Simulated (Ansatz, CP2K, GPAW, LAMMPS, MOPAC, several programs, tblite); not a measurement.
**NaI: cheap methods against density-functional theory**

Aim: run NaI through methods of unlike cost and see what each gets, and at what price.

Computed with LAMMPS, MOPAC, tblite, CP2K, GPAW, Ansatz (versions at each run) (no spin polarisation, static lattice; gaps from single points on the cell relaxed beforehand with r²SCAN, unless a step's input says otherwise).

1 further run of the same task is left out (set aside as unsound or not needed).

### 1 The structure to begin with

It takes space group F-43m (No. 216, cubic). The conventional cell has a = 7.086 Å, b = 7.086 Å, c = 7.086 Å, α = 90.00°, β = 90.00°, γ = 90.00°. Around Na (site symmetry -43m) lie 4 I at 3.07 Å. Around I (site symmetry -43m) lie 4 Na at 3.07 Å.

As a file:

```xyz
2
Lattice="0.0000 3.5432 3.5432 3.5432 0.0000 3.5432 3.5432 3.5432 0.0000" Properties=species:S:1:pos:R:3 pbc="T T T"
Na    0.0000    0.0000    0.0000
I     1.7716    1.7716    1.7716
```

The structure type (zincblende) is imposed and need not be the compound's stable one.

**Question.** The methods are ffield.eim, PM6, PM7, GFN1-xTB (tblite), GFN2-xTB (tblite), PBE/DZVP, PBE/single-zeta, PBE/SZV, coarse PBE, GLLB-SC, PBE, r2SCAN. What gap does r2SCAN give on this cell, and which other methods (full PBE left aside) come nearest to r2SCAN and farthest in gap, volume and bulk modulus?

```
                                               quantity                                                   value
                                                 r2SCAN                   gap 4.42 eV, 44.48 Å³/atom, B₀ 12 GPa
         gap: nearest and farthest of the other methods            GFN2-xTB (tblite) (+0.54 eV), PM7 (+9.59 eV)
      volume: nearest and farthest of the other methods  GFN1-xTB (tblite) (-1.0 %), GFN2-xTB (tblite) (+8.0 %)
bulk modulus: nearest and farthest of the other methods          GFN2-xTB (tblite) (-20 %), ffield.eim (+303 %)
```

For the gap, of the 9 methods compared (full PBE left aside), GFN2-xTB (tblite) comes nearest to r2SCAN and PM7 is farthest. Among the 4 methods compared for the volume (full PBE left aside), GFN1-xTB (tblite) is nearest to r2SCAN and GFN2-xTB (tblite) farthest. For the bulk modulus, of the 4 methods compared (full PBE left aside), GFN2-xTB (tblite) comes nearest to r2SCAN and ffield.eim is farthest. A minimal basis or a coarse cutoff and mesh shifts results by its own error, so closeness to r2SCAN can be chance. Cluster runs see only the k-points that fold onto the zone centre, so their gaps can miss the band edges. GLLB-SC is compared with its derivative discontinuity added. No volume is given for PM6, PBE/DZVP, PBE/single-zeta, PBE/SZV, coarse PBE, which can hide a larger miss. CPU times run from 0.12 s (ffield.eim) to 11 s (PBE/DZVP). On this cell PBE/DZVP, GLLB-SC cost more than r2SCAN itself (8.2 s), so they are no saving here. r2SCAN is a yardstick, not the truth: it usually gives gaps below the measured ones. Spin-orbit coupling is left out throughout.
